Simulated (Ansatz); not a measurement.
Ansatz input

```yaml
crystal:
  lattice:
    - [2.4230723691, 0.0, 0.0]
    - [0.0, 2.4230723691, 0.0]
    - [0.0, 0.0, 2.4230723691]
  atoms:
    - { symbol: P, position: [0.0, 0.0, 0.0] }
hamiltonian:
  xc: rpbe
  pseudopotentials:
    kind: paw
    azcp:
      P: "pseudopotentials/P.paw.azcp"
basis:
  ecutwfc: 420
  fft_grid_basis: typed
kpoints:
  mp_grid: { grid: [14, 14, 14], shift: [0, 0, 0] }
magnetization:
  spin_polarized: false
scf:
  occupations: { method: fermi_dirac, width: 0.1 }
  lower_state_search: "off"
output:
  stress: true
```

and its output:

```
Engine: ansatz 0.2.0, aarch64-unknown-linux-gnu
Pseudopotentials: kind: paw
Pseudopotential: P, paw, valence charge 5, recommended cutoff 420 eV (normal) 
Functional definition: RPBE
  parameter kappa = 0.804
  parameter beta = 0.06672455060314922
  exchange = rpbe_x(kappa = kappa, mu = beta*pi^2/3)
  correlation = pbe_c(beta = beta)
Crystal: 1 atoms, lattice volume = 14.227 Å³
Basis set: ecut = 420 eV, 257 PW (Γ)
Bands: 7, of which v1, the nominal top of the filled ones, is band 3 counted from 1 (2 counted from 0)
Symmetry: 48 space group operations
Space group: Pm-3m (ITA 221), of the structure as read, at distance tolerance 2.4e-5 Å
k-points: 120 of 2744
Non-local potential: P, projectors of the file, l = 0: 2, l = 1: 2, l = 2: 2
PAW form: soft (Blöchl's): semilocal exchange-correlation on the pseudo side does not see the compensation charge
PAW frozen core: P, regenerated for the run's functional, and the local potential with it (the file was generated under x = pbe(κ = 0.804, μ = 0.2195149727645171), c = pbe(β = 0.06672455060314922))
PAW one-centre angular grid: P, 110 points (default); XC on 64 Gauss nodes
Initial density: superposition of atomic densities (neutral atoms: chi_scale 0, normalization atom), corrected by the library's trained network
Initial wavefunctions: pseudopotential atomic-orbital guess
Functional: x = rpbe, c = pbe(β = 0.06672455060314922)
SCF iter   1: F=—  HF=-758.764331 eV  |F-HF|=—  |Δ(HF+E_count)|=         —  Δρ=3.70e-3  dr2=9.47e-4  ethr=1.77e-3  ⟨swp⟩=6.0  Hψ=7742  notcnv=0
SCF iter   2: F=—  HF=-758.764392 eV  |F-HF|=—  |Δ(HF+E_count)|=   6.06e-5  Δρ=1.83e-3  dr2=2.28e-4  ethr=1.89e-5  ⟨swp⟩=1.5  Hψ=1890  notcnv=0
SCF iter   3: F=—  HF=-758.764437 eV  |F-HF|=—  |Δ(HF+E_count)|=   4.47e-5  Δρ=1.98e-4  dr2=6.88e-6  ethr=4.56e-6  ⟨swp⟩=2.0  Hψ=1108  notcnv=0
SCF iter   4: F=—  HF=-758.764436 eV  |F-HF|=—  |Δ(HF+E_count)|=   9.11e-7  Δρ=1.13e-4  dr2=2.21e-6  ethr=1.38e-7  ⟨swp⟩=1.0  Hψ=810  notcnv=0
iter 5 did not close the SCF: its close was put off for the readings that it lacked (scf_convergence_deferred on its scf_iter line)
SCF iter   5: F=-758.764435 eV  HF=-758.764435 eV  |F-HF|=1.09e-8  |Δ(HF+E_count)|=   5.85e-7  Δρ=5.98e-6  dr2=1.10e-9  ethr=4.42e-8  ⟨swp⟩=2.0  Hψ=1111  notcnv=0
SCF iter   6: F=-758.764435 eV  HF=-758.764435 eV  |F-HF|=1.83e-11  |Δ(HF+E_count)|=   1.22e-8  Δρ=1.85e-6  dr2=5.88e-10  ethr=2.20e-11  ⟨swp⟩=1.5  Hψ=2388  notcnv=0
SCF 1 converged in 6 iterations: F = -758.764435 eV  dr2 = 5.88e-10
SCF converged after 6 iterations
Free energy (F): -758.764435 eV
Harris-Foulkes:  -758.764435 eV  (|F-HF|=1.83e-11)
Internal energy: -758.752645 eV  (E = F + TS)
E sigma→0 (E₀):  -758.758540 eV
Entropy (-TS):   -0.011790 eV (-11.790 meV/atom)
Fermi energy:    11.461421 eV
--- Per-component energies (eV) ---
  E_band       = 23.181142
  E_kinetic    = 72.015212
  E_local      = -23.354776  (includes V_loc(G=0)·N_el)
  E_nonlocal   = 32.613311
  E_hartree    = 5.453435
  E_xc         = -62.388213
  E_vxc        = -61.981393  (∫ρ·V_xc dr)
  E_paw        = -572.295190  (= ΣΔE_a)
  E_vpaw       = -7.018188  (= ΣTr[D̂ρ^β])
  E_aug_tail   = 0.000003  (compensation charges beyond the density's cutoff)
  E_ewald      = -210.765877
  E_core_change = -0.030550  (= ΣΔE_core)
  E_smearing   = -0.011790  (= −TS)
  E_closure    = 0.000000  (closes the sum)
  Σ components = -758.764435   (vs F -758.764435, Δ=0.00e0)
--- Stress (GPa, compression-positive) ---
        5.438880      -0.000000       0.000000
       -0.000000       5.438880       0.000000
        0.000000       0.000000       5.438880
  P = ⅓ Tr σ = 5.4389 GPa (54.389 kbar)
```
